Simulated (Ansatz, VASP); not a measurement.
# One calculation of AlAu, two programs

The input INCAR:

```
SYSTEM = AlAu
  ALGO = Fast
  EDIFF = 1E-6
  ENCUT = 520
  GGA = CA
  ISIF = 2
  ISMEAR = 0
  LASPH = .TRUE.
  LCHARG = .FALSE.
  LREAL = .FALSE.
  LWAVE = .FALSE.
  NBANDS = 14
  NELM = 60
  PREC = Accurate
  SIGMA = 0.1
```

File KPOINTS:

```
k-points
0
G
  6 6 6
  0 0 0
```

File POSCAR:

```
AlAu
1.0
    3.2239420000      0.0000000000      0.0000000000
    0.0000000000      3.2239420000      0.0000000000
    0.0000000000      0.0000000000      3.2239420000
Al Au
1 1
Direct
    0.0000000000      0.0000000000      0.0000000000
    0.5000000000      0.5000000000      0.5000000000
```

Input for Ansatz:

```yaml
crystal:
  lattice:
    - [3.223942, 0.0, 0.0]
    - [0.0, 3.223942, 0.0]
    - [0.0, 0.0, 3.223942]
  atoms:
    - { symbol: Al, position: [0.0, 0.0, 0.0] }
    - { symbol: Au, position: [0.5, 0.5, 0.5] }
basis:
  ecutwfc: 420
kpoints:
  mp_grid: { grid: [6, 6, 6] }
hamiltonian:
  xc: lda
scf:
  occupations: { method: gaussian, width: 0.1 }
output:
  forces: true
  stress: true
  eigenvalues: true
```

The cell comes from a database or a generator and needn't be the stable form of this composition.

Alike in both runs: task single point; functional LDA; k mesh 6 × 6 × 6; occupations gaussian, width 0.1 eV; no spin polarisation.

|  | VASP | Ansatz |
| --- | --- | --- |
| version | VASP 6.6.1 | Ansatz 0.2.0 |
| potentials or method | VASP PAW LDA potentials, release 64 (Al, Au) | scalar-relativistic, plane waves, PAW |
| plane-wave cutoff (eV) | 520 | 420 |
| valence electrons in the cell | 14 | 22 |

|  | VASP | Ansatz | Ansatz less VASP |
| --- | --- | --- | --- |
| gap on the k mesh at the Fermi level (eV) | none | none | - |
| pressure (GPa) | -8.1 | -8.3 | -0.21 |

A gap of «none» marks a metal or a gap that the smearing closes. The two sets of potentials don't hold the same shells in valence.

Spin-orbit coupling is left out, which matters for the levels of Au.
